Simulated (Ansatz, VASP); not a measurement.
# HfO2 in two plane-wave programs

Aim: how closely do two programs agree when they are given the same cell, functional and k mesh? Of the first pair: The two relaxations start from unlike cells of this crystal (the structure described is Ansatz's start), so only their ends are compared.

Main program and level: Ansatz 0.2.0; plane waves, with VASP 6.6.1 beside it; relaxation of cell and atoms at PBEsol and single point at PBEsol.

**1. The starting structure**

Symmetry: Fm-3m, No. 225, cubic system. Conventional cell: a = 5.080 Å, b = 5.080 Å, c = 5.080 Å, α = 90.00°, β = 90.00°, γ = 90.00°. Nearest to Hf lie 8 O at 2.20 Å. O has 4 Hf at 2.20 Å nearest. Farther neighbours and most contacts between anions are not listed.

**2. Ansatz: relaxation of cell and atoms, PBEsol**

Ansatz runs on its PAW soft_1 files.

The relaxed volume is the usual yardstick between codes: in a stiff, nearly cubic crystal its relative difference is about their pressure difference at one cell divided by the bulk modulus.

The input, input.yaml:

```yaml
crystal:
  lattice:
    - [0.0, 2.54, 2.54]
    - [2.54, 0.0, 2.54]
    - [2.54, 2.54, 0.0]
  atoms:
    - { symbol: Hf, position: [0.0, 0.0, 0.0] }
    - { symbol: O, position: [0.25, 0.25, 0.25] }
    - { symbol: O, position: [0.75, 0.75, 0.75] }
kpoints:
  mp_grid: { grid: [9, 9, 9] }
scf:
  occupations: { method: fermi_dirac, width: 0.02 }
hamiltonian:
  xc: pbesol
  pseudopotentials: { kind: paw, azcp: { folder: soft_1 }, xc_functional: pbe }
basis:
  ecutwfc: 600
output:
  forces: true
  stress: true
relax:
  f_tol: 0.005
  max_steps: 70
  cell: { stress_tol: 0.02, p_target: 0 }
```

The run is started by

```console
> ansatz run input.yaml --threads 4 --pin off --max-ram 10240MiB --backend cpu --events-out ev --progress --plain --runs-dir out
```

Numbers of over 12 decimals in the logs are rounded to 6 here.

The log of the run:

```text
Engine: ansatz 0.2.0, aarch64-unknown-linux-gnu
Pseudopotentials: kind: paw
Pseudopotential: Hf, paw, valence charge 26, recommended cutoff 420 eV (normal), soft_1/Hf.paw.azcp
Pseudopotential: O, paw, valence charge 6, recommended cutoff 420 eV (normal), soft_1/O.paw.azcp
Functional definition: PBEsol
  exchange = pbesol_x
  correlation = pbesol_c
Crystal: 3 atoms, lattice volume = 32.774 Å³
Basis set: ecut = 600 eV, 1067 PW (Γ), exchange–correlation on 60×60×60 points (8 copies of the dense FFT grid, shifted against one another)
Bands: 23, of which v1, the nominal top of the filled ones, is band 19 counted from 1 (18 counted from 0)
Symmetry: 48 space group operations
Space group: Fm-3m (ITA 225), of the structure as read, at distance tolerance 3.2e-5 Å
k-points: 35 of 729
Non-local potential: Hf, projectors of the file, l = 0: 3, l = 1: 2, l = 2: 2, l = 3: 3
Non-local potential: O, projectors of the file, l = 0: 2, l = 1: 2, l = 2: 1
PAW form: soft (Blöchl's): semilocal exchange-correlation on the pseudo side does not see the compensation charge
PAW frozen core: Hf, regenerated for the run's functional, and the local potential with it (the file was generated under x = pbe(κ = 0.804, μ = 0.219515), c = pbe(β = 0.066725))
PAW frozen core: O, regenerated for the run's functional, and the local potential with it (the file was generated under x = pbe(κ = 0.804, μ = 0.219515), c = pbe(β = 0.066725))
PAW one-centre angular grid: Hf, 590 points (default); XC on 64 Gauss nodes
PAW one-centre angular grid: O, 110 points (default); XC on 64 Gauss nodes
Initial density: superposition of atomic densities (chi_scale 0.1, normalization cell, long waves kept (reshape's long-wave potential 0.00 eV rms))
Initial wavefunctions: pseudopotential atomic-orbital guess
Functional: x = pbesol(κ = 0.804, μ = 0.123457), c = pbesol(β = 0.046)
SCF iter   1: F=—  HF=-16726.428609 eV  |F-HF|=—  |Δ(HF+E_count)|=         —  Δρ=9.05e-2  dr2=1.94e0  ethr=3.10e-3  ⟨swp⟩=4.6  Hψ=3047  notcnv=0
preconditioner: auto → none  [insulator: Δε(μ)=3.013 eV  Ē_g=19.164 eV  σ=0.020 eV  W_gap=1.00  n_scr=14 (ndim 8)  ℏωp=38.9 eV  f_vac=0.002  D(μ)=0.00/eV (n_scr^D=0)  ε∞_Penn≈5.1]
SCF iter   2: F=—  HF=-16725.869903 eV  |F-HF|=—  |Δ(HF+E_count)|=   5.59e-1  Δρ=2.83e-2  dr2=1.37e-1  ethr=3.10e-3  ⟨swp⟩=2.9  Hψ=1929  notcnv=0
SCF iter   3: F=—  HF=-16725.851423 eV  |F-HF|=—  |Δ(HF+E_count)|=   1.85e-2  Δρ=1.05e-2  dr2=1.87e-2  ethr=3.60e-4  ⟨swp⟩=2.0  Hψ=1400  notcnv=0
SCF iter   4: F=—  HF=-16725.847123 eV  |F-HF|=—  |Δ(HF+E_count)|=   4.30e-3  Δρ=4.63e-3  dr2=3.10e-3  ethr=4.93e-5  ⟨swp⟩=2.6  Hψ=1638  notcnv=0
SCF iter   5: F=—  HF=-16725.849843 eV  |F-HF|=—  |Δ(HF+E_count)|=   2.72e-3  Δρ=1.33e-3  dr2=4.16e-4  ethr=8.16e-6  ⟨swp⟩=2.0  Hψ=1401  notcnv=0
SCF iter   6: F=—  HF=-16725.849675 eV  |F-HF|=—  |Δ(HF+E_count)|=   1.67e-4  Δρ=9.47e-5  dr2=1.15e-6  ethr=1.10e-6  ⟨swp⟩=2.0  Hψ=1470  notcnv=0
SCF iter   7: F=—  HF=-16725.849684 eV  |F-HF|=—  |Δ(HF+E_count)|=   8.29e-6  Δρ=2.14e-5  dr2=3.54e-8  ethr=2.63e-10  ⟨swp⟩=5.0  Hψ=3380  notcnv=0
SCF iter   8: F=-16725.849684 eV  HF=-16725.849684 eV  |F-HF|=8.37e-11  |Δ(HF+E_count)|=   4.07e-8  Δρ=1.18e-6  dr2=1.78e-10  ethr=9.30e-11  ⟨swp⟩=2.1  Hψ=2919  notcnv=0
SCF 1 converged in 8 iterations: F = -16725.849684 eV  dr2 = 1.78e-10
  greatest PAW one-centre occupation: 0.999 electrons in one spin orbital (limit 2), on the Hf atom at site 0 (counted from 0), in its partial waves of l = 3
relax step   1: F+E_penalty+E_count = -16725.84968375 eV  Δ(F+E_penalty+E_count) = +0.000e0 eV  max|allowed force component| = 2.120e-18 eV/Å  Δτ_max = 0.0000 Å  P = -5.374 GPa  Ω = 32.774 Å³  (8 SCF iters, dr2 threshold 1.00e-7 eV, accepted)
[...]
relax step   2: F+E_penalty+E_count = -16725.86117275 eV  Δ(F+E_penalty+E_count) = -1.149e-2 eV  max|allowed force component| = 1.735e-17 eV/Å  Δτ_max = 0.0000 Å  P = +1.006 GPa  Ω = 31.966 Å³  energy of the carried Pulay correction = +1.232e-4 eV  (6 SCF iters, dr2 threshold 3.00e-7 eV, accepted)
[...]
relax step   3: F+E_penalty+E_count = -16725.86152977 eV  Δ(F+E_penalty+E_count) = -3.570e-4 eV  max|allowed force component| = 1.812e-17 eV/Å  Δτ_max = 0.0000 Å  P = -0.036 GPa  Ω = 32.091 Å³  energy of the carried Pulay correction = +1.040e-4 eV  (4 SCF iters, dr2 threshold 3.00e-7 eV, accepted)
[...]
relax step   4: F+E_penalty+E_count = -16725.86153099 eV  Δ(F+E_penalty+E_count) = -1.218e-6 eV  max|allowed force component| = 1.311e-17 eV/Å  Δτ_max = 0.0000 Å  P = +0.001 GPa  Ω = 32.087 Å³  energy of the carried Pulay correction = +1.047e-4 eV  (4 SCF iters, dr2 threshold 3.27e-9 eV, accepted)
[...]
relax step   5: F+E_penalty+E_count = -16725.86143091 eV  Δ(F+E_penalty+E_count) = +1.001e-4 eV  max|allowed force component| = 1.099e-17 eV/Å  Δτ_max = 0.0000 Å  P = +0.000 GPa  Ω = 32.087 Å³  stress off target by 8.99e-5 GPa  SCF on the basis re-selected at this cell (its energy is not comparable with the rows above)  (4 SCF iters)
basis re-selected at this cell: Δ(F+E_penalty+E_count) = +1.001e-4 eV, ΔP = -0.001 GPa vs the last step (what re-selecting the basis moved, of the pressure what is left beyond the Pulay correction that the steps carried, after the strain that the cell walked since its last selection, with what the two solves' SCF thresholds leave and, on support functions, any second-order correction that the steps lacked; it is no m [...]
SCF converged after 4 iterations
Free energy (F): -16725.861431 eV
Harris-Foulkes:  -16725.861431 eV  (|F-HF|=3.64e-12)
Internal energy: -16725.861431 eV  (E = F + TS)
E sigma→0 (E₀):  -16725.861431 eV
Fermi energy:    16.826942 eV
--- Per-component energies (eV) ---
  E_band       = 13.554694
  E_kinetic    = 742.362726
  E_local      = -6935.595499  (includes V_loc(G=0)·N_el)
  E_nonlocal   = 176.996870
  E_hartree    = 3309.386966
  E_xc         = -405.976477
  E_vxc        = -436.205197  (∫ρ·V_xc dr)
  E_paw        = -7893.094940  (= ΣΔE_a)
  E_vpaw       = -152.778507  (= ΣTr[D̂ρ^β])
  E_aug_tail   = 0.000388  (compensation charges beyond the density's cutoff)
  E_ewald      = -5721.263096
  E_core_change = 1.321632  (= ΣΔE_core)
  E_smearing   = -0.000000  (= −TS)
  E_closure    = -0.000000  (closes the sum)
  Σ components = -16725.861431   (vs F -16725.861431, Δ=0.00e0)
--- Forces (eV/Å), atoms counted from 1 ---
  atom   1  Hf     0.00000000    -0.00000000     0.00000000
  atom   2  O      0.00000000     0.00000000     0.00000000
  atom   3  O      0.00000000    -0.00000000    -0.00000000
  max |Σ_I F_I| component: 2.89e-18 eV/Å
--- Stress (GPa, compression-positive) ---
        0.000090      -0.000000      -0.000000
       -0.000000       0.000090      -0.000000
       -0.000000      -0.000000       0.000090
  P = ⅓ Tr σ = 0.0001 GPa (0.001 kbar)
--- Relaxed structure (4 steps of the walk, 4 accepted, 1 SCFs on fresh bases) ---
  F+E_penalty+E_count = -16725.86143091 eV   max|allowed force component| = 1.099e-17 eV/Å   (the final SCF, on the basis selected at the relaxed cell)
  cell:  # Å, volume = 32.0867 Å³
    - [0, 2.522116, 2.522116]
    - [2.522116, 0, 2.522116]
    - [2.522116, 2.522116, 0]
  atoms:
    - { symbol: Hf, position: [0, 0, 0] }
    - { symbol: O, position: [0.25, 0.25, 0.25] }
    - { symbol: O, position: [0.750000, 0.750000, 0.750000] }
```

The column dr2 measures how far the density is from self-consistency, as an energy; F and HF (Harris–Foulkes) agree once it is small.

**3. VASP: relaxation of cell and atoms, PBEsol**

Its own start cell and the same functional, mesh and smearing now go to VASP, with its own data sets.

Lines of VASP's logs that name or quote its potential files are left out, and so is its time.

The input, INCAR:

```
SYSTEM = HfO2
PREC = Accurate
ENCUT = 600
EDIFF = 1E-07
NELM = 120
ISMEAR = -1
SIGMA = 0.02
LREAL = .FALSE.
ALGO = Normal
GGA = PS
NBANDS = 17
LASPH = .TRUE.
LORBIT = 11
LWAVE = .FALSE.
LCHARG = .FALSE.
ISIF = 3
IBRION = 2
NSW = 80
EDIFFG = -0.005
GGA_COMPAT = .FALSE.
NELMIN = 4
EFERMI = MIDGAP
KPAR = 2
```

The input, POSCAR:

```
HfO2
1.0
    0.0000000000      2.5091406027      2.5091406027
    2.5091406027      0.0000000000      2.5091406027
    2.5091406027      2.5091406027      0.0000000000
Hf O
1 2
Direct
    0.0000000000      0.0000000000      0.0000000000
    0.2500000000      0.2500000000      0.2500000000
    0.7500000000      0.7500000000      0.7500000000
```

The input, KPOINTS:

```
Automatic mesh
0
Gamma
9 9 9
0 0 0
```

PAW data sets: Hf_pv and O (PBE family, release 64).

The run is started by

```console
> mpirun -np 2 vasp_std
```

The log of the run:

```text
[banner, memory and clock lines left out]
running    2 mpi-ranks, on    1 nodes
 distrk:  each k-point on    1 cores,    2 groups
 distr:  one band on    1 cores,    1 groups

 POSCAR found type information on POSCAR HfO
 POSCAR found :  2 types and       3 ions
|                                                                             |
|               ----> ADVICE to this user running VASP <----                  |
|                                                                             |
|     You enforced a specific xc type in the INCAR file but a different       |
|     [... a line on the potential file left out ...]
|     I HOPE YOU KNOW WHAT YOU ARE DOING!                                     |
|                                                                             |

 LDA part: xc-table for (Slater+PW92), standard interpolation
 POSCAR, INCAR and KPOINTS ok, starting setup
 FFT: planning ... GRIDC
 FFT: planning ... GRID_SOFT
 FFT: planning ... GRID
 WAVECAR not read
 entering main loop
       N       E                     dE             d eps       ncg     rms          rms(c)
DAV:   1     0.101028927907E+03    0.10103E+03   -0.13943E+04  1190   0.144E+03
DAV:   2    -0.327409391880E+02   -0.13377E+03   -0.13131E+03  1546   0.320E+02
DAV:   3    -0.368245682793E+02   -0.40836E+01   -0.40716E+01  1365   0.500E+01
DAV:   4    -0.368488691351E+02   -0.24301E-01   -0.24294E-01  1564   0.419E+00
DAV:   5    -0.368490224355E+02   -0.15330E-03   -0.15329E-03  1410   0.303E-01    0.524E+01
DAV:   6    -0.318049617865E+02    0.50441E+01   -0.20319E+01  1228   0.325E+01    0.443E+01
DAV:   7    -0.316868230138E+02    0.11814E+00   -0.66302E-01  1357   0.704E+00    0.292E+01
DAV:   8    -0.316562519699E+02    0.30571E-01   -0.20401E-01  1228   0.438E+00    0.739E+00
DAV:   9    -0.316419149789E+02    0.14337E-01   -0.44358E-02  1265   0.184E+00    0.242E+00
DAV:  10    -0.316417716033E+02    0.14338E-03   -0.29464E-03  1462   0.427E-01    0.114E-01
DAV:  11    -0.316417650289E+02    0.65744E-05   -0.14886E-04  1321   0.104E-01    0.143E-01
DAV:  12    -0.316417688559E+02   -0.38270E-05   -0.23289E-05  1365   0.355E-02    0.319E-02
DAV:  13    -0.316417692972E+02   -0.44129E-06   -0.76661E-07  1528   0.757E-03    0.748E-03
DAV:  14    -0.316417693609E+02   -0.63773E-07   -0.38337E-08   919   0.162E-03
   1 F= -.31641769E+02 E0= -.31641769E+02  d E =-.316418E+02
 curvature:   0.00 expect dE= 0.000E+00 dE for cont linesearch  0.000E+00
 trial: gam= 0.00000 g(F)=  0.389E-47 g(S)=  0.142E-04 ort = 0.000E+00 (trialstep = 0.100E+01)
 search vector abs. value=  0.142E-04
 bond charge predicted
       N       E                     dE             d eps       ncg     rms          rms(c)
DAV:   1    -0.316418391751E+02   -0.69878E-04   -0.17838E-03  1216   0.372E-01    0.139E-01
DAV:   2    -0.316417775748E+02    0.61600E-04   -0.25228E-04  1210   0.114E-01    0.444E-02
DAV:   3    -0.316417679055E+02    0.96693E-05   -0.13661E-05  1251   0.312E-02    0.279E-02
DAV:   4    -0.316417655173E+02    0.23882E-05   -0.76079E-06  1292   0.218E-02    0.202E-02
DAV:   5    -0.316417657852E+02   -0.26792E-06   -0.17248E-07  1292   0.337E-03    0.318E-02
DAV:   6    -0.316417651012E+02    0.68395E-06   -0.30208E-07  1300   0.374E-03    0.128E-03
DAV:   7    -0.316417651002E+02    0.10857E-08   -0.10570E-08   612   0.921E-04
   2 F= -.31641765E+02 E0= -.31641765E+02  d E =0.426079E-05
 trial-energy change:    0.000004  1 .order    0.000004   -0.000014    0.000022
 step:   0.3762(harm=  0.3942)  dis= 0.00000  next Energy=   -31.641772 (dE=-0.264E-05)
 bond charge predicted
       N       E                     dE             d eps       ncg     rms          rms(c)
DAV:   1    -0.316418000574E+02   -0.34956E-04   -0.69464E-04  1216   0.232E-01    0.860E-02
DAV:   2    -0.316417762694E+02    0.23788E-04   -0.97760E-05  1208   0.710E-02    0.274E-02
DAV:   3    -0.316417725262E+02    0.37432E-05   -0.52730E-06  1249   0.194E-02    0.172E-02
DAV:   4    -0.316417718097E+02    0.71648E-06   -0.29472E-06  1290   0.136E-02    0.126E-02
DAV:   5    -0.316417717251E+02    0.84605E-07   -0.61387E-08   750   0.210E-03
   3 F= -.31641772E+02 E0= -.31641772E+02  d E =-.236415E-05
 curvature:  -0.20 expect dE=-0.378E-08 dE for cont linesearch -0.378E-08
 trial: gam=-0.03546 g(F)=  0.169E-46 g(S)=  0.192E-07 ort = 0.521E-06 (trialstep = 0.875E+00)
 search vector abs. value=  0.126E-09
 reached required accuracy - stopping structural energy minimisation
```

From OUTCAR (step 3):

```text
ion  position               nearest neighbor table
   1  0.000  0.000  0.000-   3 2.17   3 2.17   3 2.17   2 2.17   2 2.17   2 2.17   3 2.17   2 2.17

  LATTYP: Found a face centered cubic cell.
 ALAT       =     5.0182812054

 Subroutine GETGRP returns: Found 48 space group operations
 (whereof 48 operations were pure point group operations)

The static configuration has the point symmetry O_h .

 Found     35 irreducible k-points:

   k-points           NKPTS =     35   k-points in BZ     NKDIM =     35   number of bands    NBANDS=     17

   dimension x,y,z NGX =    28 NGY =   28 NGZ =   28
   dimension x,y,z NGXF=    56 NGYF=   56 NGZF=   56

   ENCUT  =  600.0 eV  44.10 Ry    6.64 a.u.   7.09  7.09  7.09*2*pi/ulx,y,z

   NELECT =      22.0000    total number of electrons

 k-points in reciprocal lattice and weights: Automatic mesh
   0.00000000  0.00000000  0.00000000       0.001
   0.11111111  0.00000000  0.00000000       0.011
   0.22222222  0.00000000  0.00000000       0.011
   0.33333333  0.00000000  0.00000000       0.011
   0.44444444  0.00000000  0.00000000       0.011
   0.11111111  0.11111111  0.00000000       0.008
   0.22222222  0.11111111  0.00000000       0.033
   0.33333333  0.11111111  0.00000000       0.033
   0.44444444  0.11111111  0.00000000       0.033
[...]
-0.33333333  0.44444444  0.11111111       0.033
  -0.33333333  0.44444444  0.22222222       0.033

 average (electrostatic) potential at core
       1 -36.6867       2 -69.3523       3 -69.3523

 E-fermi :   6.2744

 k-point     1 :       0.0000    0.0000    0.0000
  band No.  band energies     occupation
    ...
      7      -1.1988      2.00000
      8      -1.1988      2.00000
      9       3.7624      2.00000
     10       3.7624      2.00000
     11       3.7624      2.00000
     12       8.2430      0.00000
     13       8.2430      0.00000
     14      10.2837      0.00000
     15      15.2006      0.00000
     16      15.2006      0.00000
    ...

 k-point     2 :       0.1111    0.0000    0.0000
  band No.  band energies     occupation
    ...
      7      -1.0730      2.00000
      8      -0.8408      2.00000
      9       3.3824      2.00000
     10       3.5145      2.00000
     11       3.5145      2.00000
     12       8.5035      0.00000
     13       8.5035      0.00000
     14      10.7874      0.00000
     15      14.5636      0.00000
     16      14.9627      0.00000
    ...

 k-point     3 :       0.2222    0.0000    0.0000
  band No.  band energies     occupation
    ...
      7      -0.7491      2.00000
      8       0.0305      2.00000
      9       2.5769      2.00000
     10       3.0271      2.00000
     11       3.0271      2.00000
     12       8.9516      0.00000
     13       8.9516      0.00000
     14      11.4925      0.00000
     15      13.8329      0.00000
     16      14.5000      0.00000
    ...

  Total        0.0006308      0.0006308      0.0006308      0.0000000     -0.0000000      0.0000000
  in kB        0.0319791      0.0319791      0.0319791      0.0000000     -0.0000000      0.0000000
  external PRESSURE =       0.0319791 kB  Pullay stress =       0.0000000 kB

  energy-cutoff  :      600.00
  volume of cell :       31.60
      direct lattice vectors                 reciprocal lattice vectors
     0.000000000  2.509400724  2.509400724    -0.199250759  0.199250759  0.199250759
     2.509400724  0.000000000  2.509400724     0.199250759 -0.199250759  0.199250759
     2.509400724  2.509400724  0.000000000     0.199250759  0.199250759 -0.199250759

 POSITION                                       TOTAL-FORCE (eV/Angst)
 -----------------------------------------------------------------------------------
      0.00000      0.00000      0.00000         0.000000     -0.000000      0.000000
      1.25470      1.25470      1.25470        -0.000000     -0.000000     -0.000000
      3.76410      3.76410      3.76410         0.000000      0.000000      0.000000
 -----------------------------------------------------------------------------------
    total drift:                                0.000000      0.000000      0.000000

  FREE ENERGIE OF THE ION-ELECTRON SYSTEM (eV)
  ---------------------------------------------------
  free  energy   TOTEN  =       -31.6417717251 eV

  energy  without entropy=      -31.6417717251  energy(sigma->0) =      -31.64177173

 reached required accuracy - stopping structural energy minimisation

 total charge
# of ion       s       p       d       tot
------------------------------------------
    1        0.304   6.621   1.430   8.355
    2        1.554   3.552   0.000   5.106
    3        1.554   3.552   0.000   5.106
--------------------------------------------------
tot          3.411  13.725   1.430  18.566

[... 3 further parts left out ...]
```

CONTCAR:

```
HfO2
   1.00000000000000
     0.0000000000000000    2.5094007237389002    2.5094007237389002
     2.5094007237389002    0.0000000000000000    2.5094007237389002
     2.5094007237389002    2.5094007237389002    0.0000000000000000
  Hf              O
     1     2
Direct
     0.0000000000000000    0.0000000000000000    0.0000000000000000
     0.2500000000000000    0.2500000000000000    0.2500000000000000
     0.7500000000000000    0.7500000000000000    0.7500000000000000
```

**4. Comparison**

Known differences besides the potentials themselves: the data sets hold 38 valence electrons in Ansatz (on its PAW soft_1 files) and 22 in VASP; Ansatz makes its cores anew for this functional, VASP keeps those of its PBE data sets; Ansatz adds a Pulay correction to the stress that steers its cell, VASP none. Total energies have different zeros and are not compared.

Both answers:

```
                                         quantity  Ansatz   VASP  difference
                                      volume (Å³)   32.09  31.60     +1.53 %
edge a after relaxation, in the typed setting (Å)   3.567  3.549     +0.51 %
```

**5. Other set-ups**

Further runs change the set-up of one program: Ansatz's method, potentials or start, or VASP's data sets, cutoff or form of LDA. The table gives Ansatz less VASP for each quantity, since a change that brings one quantity closer may part another.

```
                                run  volume (%)  edge a after relaxation, in the typed setting (%)
                           as above         1.5                                               0.51
VASP with the data sets Hf_sv and O         1.1                                               0.36
```

(Part 1 of 2 ends here.)

[Lines on the potential files, build, host, timing and source positions are cut from VASP's logs without a mark.]

[Logs are printed without paths, hosts, clocks, repeated set-up lines and the standing remarks that a program may print on its own settings, such as how far it seeks lower states.]

[Hosts, paths, dates, database ids (printed as entryN), source tags and the programs' standing remarks are cut or masked in the printed files.]
